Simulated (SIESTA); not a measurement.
Set up this calculation in SIESTA 5.4.2, as the native input.

* Task: single point
* Functional: PBE
* Potentials or basis: PseudoDojo 0.4 standard (PBE files)
* Basis: DZP (energy shift 0.002 Ry)
* Grid cutoff: 500 Ry
* Energy shift: 0.002 Ry
* k mesh: 10 × 10 × 10
* Occupations: fermi-dirac, width 0.05 eV
* Spin: no spin polarisation

Sn:

```
Sn
1.0
    -2.02919    2.02919    1.66076
     2.02919   -2.02919    1.66076
     2.02919    2.02919   -1.66076
Sn
1
Direct
  0.00000 0.00000 0.00000
```

This isn't the form of Sn at room conditions, which is tetragonal (white tin).

The input as run:

Sn.fdf

```
SystemName                      Sn
SystemLabel                     Sn
NumberOfSpecies                 1
NumberOfAtoms                   1
%block ChemicalSpeciesLabel
  1  50 Sn
%endblock ChemicalSpeciesLabel

LatticeConstant                 1.0 Ang
%block LatticeVectors
    -2.0291894110     2.0291894110     1.6607599896
     2.0291894110    -2.0291894110     1.6607599896
     2.0291894110     2.0291894110    -1.6607599896
%endblock LatticeVectors
AtomicCoordinatesFormat         Ang
%block AtomicCoordinatesAndAtomicSpecies
     0.0000000000     0.0000000000     0.0000000000  1
%endblock AtomicCoordinatesAndAtomicSpecies

%block kgrid.MonkhorstPack
   10   0   0  0.0
    0  10   0  0.0
    0   0  10  0.0
%endblock kgrid.MonkhorstPack
XC.Functional                   GGA
XC.Authors                      PBE
PAO.BasisSize                   DZP
PAO.EnergyShift                 0.002 Ry
Mesh.Cutoff                     500 Ry
OccupationFunction              FD
ElectronicTemperature           0.05 eV
MaxSCFIterations                120
SCF.MustConverge                false
SCF.Mixer.Method                Pulay
SCF.Mixer.Weight                0.25
SCF.Mixer.History               8
SCF.DM.Tolerance                5.0e-05
SCF.H.Tolerance                 1.0e-03 eV
WriteForces                     true
Charge.Mulliken                 end
```

Potentials or basis: PseudoDojo 0.4 standard (PBE files), DZP (energy shift 0.002 Ry).

The run is started by

```console
$ siesta Sn.fdf > Sn.out 2>&1
```

It gave:

```yaml
Pressure: 2.1 GPa
Band_gap_on_the_k_mesh: none (metal or under the smearing width)
```

Caveat: semicore shells carry a single zeta, which can move pressures by several GPa and volumes by a few percent; the basis of atomic orbitals isn't converged, which shifts pressures, moduli and gaps.

Run time: 30 s on 1 thread of Arm Neoverse V1, with other jobs on the host, peak memory 0.22 GiB.
